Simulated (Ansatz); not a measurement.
Work and stress of cleavage in TaSi2

Level of theory: DFT PBEsol, scalar-relativistic, plane waves, PAW in Ansatz. The runs took a 420 eV cutoff, a Γ-centred 9×9×3 mesh and Gaussian smearing (0.15 eV). Spin–orbit coupling is left out, which can shift energies with elements as heavy as these. No spin polarisation. Energies are free energies at this smearing, counted from the undisturbed cell; pressure is positive in compression.

Zero of the scan (relaxed at this level; it needn't be the usual structure):

```yaml
crystal:
  lattice:
    - [-4.76086, 0.00000, 0.00000]
    - [-2.38043, -4.12303, 0.00000]
    - [0.00000, 0.00000, 13.11157]
  atoms:
    - { symbol: Ta, position: [0.50000, 0.00000, 0.08335] }
    - { symbol: Ta, position: [0.50000, 0.00000, 0.58335] }
    - { symbol: Ta, position: [0.00000, 0.50000, 0.25002] }
    - { symbol: Ta, position: [0.00000, 0.50000, 0.75002] }
    - { symbol: Ta, position: [0.50000, 0.50000, 0.91668] }
    - { symbol: Ta, position: [0.50000, 0.50000, 0.41668] }
    - { symbol: Si, position: [0.15927, 0.68146, 0.08335] }
    - { symbol: Si, position: [0.15927, 0.68146, 0.58335] }
    - { symbol: Si, position: [0.31854, 0.84073, 0.25002] }
    - { symbol: Si, position: [0.31854, 0.84073, 0.75002] }
    - { symbol: Si, position: [0.15927, 0.15927, 0.91668] }
    - { symbol: Si, position: [0.15927, 0.15927, 0.41668] }
    - { symbol: Si, position: [0.84073, 0.31854, 0.08335] }
    - { symbol: Si, position: [0.84073, 0.31854, 0.58335] }
    - { symbol: Si, position: [0.68146, 0.15927, 0.25002] }
    - { symbol: Si, position: [0.68146, 0.15927, 0.75002] }
    - { symbol: Si, position: [0.84073, 0.84073, 0.91668] }
    - { symbol: Si, position: [0.84073, 0.84073, 0.41668] }
```

The cut lies on the cell's a–b face, a (0 0 1) plane (indices in the standard cell, whose axes needn't be the Cartesian ones shown) of area 19.63 Å², between layers 2.19 Å apart. Vector c is lengthened by d along the normal with the atoms' Cartesian places fixed: one unrelaxed cut a cell. The traction is positive where the two halves pull on each other.

| d (Å) | energy (J/m²) | traction (GPa) |
| --- | --- | --- |
| -0.30 | 1.17 | -91.5 |
| -0.15 | 0.25 | -35.9 |
| 0.00 | 0.00 | -0.1 |
| 0.25 | 0.44 | 30.3 |
| 0.50 | 1.34 | 39.3 |
| 0.75 | 2.32 | 38.3 |
| 1.00 | 3.22 | 32.6 |
| 1.50 | 4.45 | 17.1 |
| 2.00 | 5.02 | 6.9 |
| 3.00 | 5.34 | 1.2 |
| 4.50 | 5.41 | 0.1 |
| 6.00 | 5.41 | 0.0 |

What are the work of separation and the cleavage stress, and do they fit the universal binding curve?

The energy levels off near W ≈ 5.41 J/m² (the traction is down to 0.0 GPa), the energy of the two unrelaxed faces, 2.70 J/m² each on average. The largest sampled traction is 39.3 GPa at d = 0.50 Å, and a parabola through it and its two neighbours peaks at σ_max ≈ 40.2 GPa, d ≈ 0.60 Å. The curve E = W[1 − (1 + d/ℓ)exp(−d/ℓ)] peaks in traction at d = ℓ with σ_max = W/(eℓ); with 1 J/m² per Å = 10 GPa this W and σ_max give ℓ = 0.50 Å. A parabola through that curve at the same three d peaks at 0.54 Å, against 0.60 Å here, a fair fit. Real crystals break at far lower stress, because cracks concentrate it, and on the plane of lowest W, which needn't be this one.

The cut is rigid; relaxing the faces lowers these energies and usually the stresses.

In a metal these slopes depend on the k mesh and the smearing.

Cost: 12 runs of about 27 core-minutes in all, on Arm Neoverse V1 (shared hosts).